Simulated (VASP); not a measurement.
# NaI in VASP: how settings move the PBE single point

Aim: see what changed inputs do to the PBE single point of NaI in the CsCl structure, under -2.9 % biaxial strain in x and y, z held. This is a trial cell built on a prototype, not taken from a measured structure, and it needn't be the compound's ground state.

Program: VASP 6.6.1. PAW datasets, plane waves. No spin polarisation. The prototype was imposed, so other structures may be more stable.

## (1) The system as given

The cell comes from an earlier relaxation with r2SCAN in another program, then strained, with the atoms relaxed again.

The symmetry is P4/mmm (No. 123, tetragonal); a = 3.925 Å, c = 4.041 Å in the conventional setting, 31.12 Å³ an atom. Na has 8 I at 3.43 Å and 4 Na at 3.92 Å; I has 8 Na at 3.43 Å and 4 I at 3.92 Å.

Coordinates:

```
CELL_PARAMETERS angstrom
3.92498 0.00000 0.00000
0.00000 3.92498 0.00000
0.00000 0.00000 4.04054
ATOMIC_POSITIONS crystal
Na 0.00000 0.00000 0.00000
I 0.50000 0.50000 0.50000
```

## (2) The reference run

INCAR

```
ENCUT = 520.000000
SIGMA = 0.020000
EDIFF = 1.00e-07
GGA = PE
PREC = Accurate
IBRION = -1
ISIF = 2
ISMEAR = -1
NBANDS = 14
NELM = 120
NSW = 0
LASPH = .TRUE.
LCHARG = .FALSE.
LWAVE = .FALSE.
LREAL = .FALSE.
```

KPOINTS

```
KPOINTS created by Atomic Simulation Environment
0
Gamma
6 6 6
0 0 0
```

POSCAR

```
Na I
 1.0000000000000000
     3.9249772123000000    0.0000000000000000    0.0000000000000000
     0.0000000000000000    3.9249772123000000    0.0000000000000000
     0.0000000000000000    0.0000000000000000    4.0405365579000003
 Na  I
   1   1
Cartesian
  0.0000000000000000  0.0000000000000000  0.0000000000000000
  1.9624886061500000  1.9624886061500000  2.0202682789500002
```

A file KPOINTS_OPT adds named points for the levels; it doesn't enter the self-consistent loop.

Potentials: the recommended PBE PAW datasets, 14 valence electrons.

On the command line:

```sh
$ mpirun -np 1 vasp_std
```

## (3) Try 1

Changes to INCAR since step 2:

```diff
@@ -15 +15,3 @@
 LREAL = .FALSE.
+AMIX = 0.2
+BMIX = 0.0001
```

KPOINTS is that of step 2.

POSCAR is that of step 2.

## (4) Try 2

Changes to INCAR since step 2:

```diff
@@ -15 +15,2 @@
 LREAL = .FALSE.
+IVDW = 12
```

KPOINTS is that of step 2.

POSCAR is that of step 2.

## (5) Try 3

INCAR

```
ENCUT = 520.000000
EDIFF = 1.00e-07
GGA = PE
PREC = Accurate
IBRION = -1
ISIF = 2
NBANDS = 14
NSW = 0
LASPH = .TRUE.
LCHARG = .FALSE.
LWAVE = .FALSE.
LREAL = .FALSE.
NELMIN = 4
ALGO = Fast
ISMEAR = 0
SIGMA = 0.005
NELM = 81
```

KPOINTS is that of step 2.

POSCAR is that of step 2.

## (6) Try 4

Changes to INCAR since step 2:

```diff
@@ -9,3 +9,2 @@
 NBANDS = 14
-NELM = 120
 NSW = 0
@@ -15 +14,2 @@
 LREAL = .FALSE.
+NELM = 50
```

KPOINTS is that of step 2.

POSCAR

```
Na I
 1.0000000000000000
     3.9249772123000000    0.0000000000000000    0.0000000000000000
     0.0000000000000000    3.9249772123000000    0.0000000000000000
     0.0000000000000000    0.0000000000000000    4.0405365579000003
 Na  I
   1   1
Cartesian
  0.0000000000000000  0.0000000000000000  0.0000000000000000
  0.1590008268702730 -0.5524012928591020 -0.3994878494795731
```

Q: Predict the outcome of this session. Wanted: for each run, changed; ending; energy change; pressure; electronic steps; usable.

As calculated:

| run | changed | ending | energy change (meV/atom) | pressure (GPa) | gap on the mesh (eV; negative: overlap) | electronic steps | time | usable |
| --- | --- | --- | --- | --- | --- | --- | --- | --- |
| ref. | – | converged | 0 | 1.5 | 2.30 | 12 | 29 s | yes |
| 1 | AMIX = 0.2, BMIX = 0.0001 | converged | 0.0 | 1.5 | 2.30 | 14 | 30 s | yes |
| 2 | IVDW = 12 | converged | – | 0.1 | 2.30 | 12 | 24 s | yes |
| 3 | NELMIN = 4, ALGO = Fast, ISMEAR = 0, SIGMA = 0.005, NELM = 81 | converged | 0.0 | 1.5 | 2.30 | 13 | 32 s | yes |
| 4 | another POSCAR | converged | 72428.4 | 447.7 | 1.35 | 19 | 1.9 min | no |

**Reading.** Of 4 altered inputs, 1 ended normally on a faulty or unsound input, 3 gave usable results.
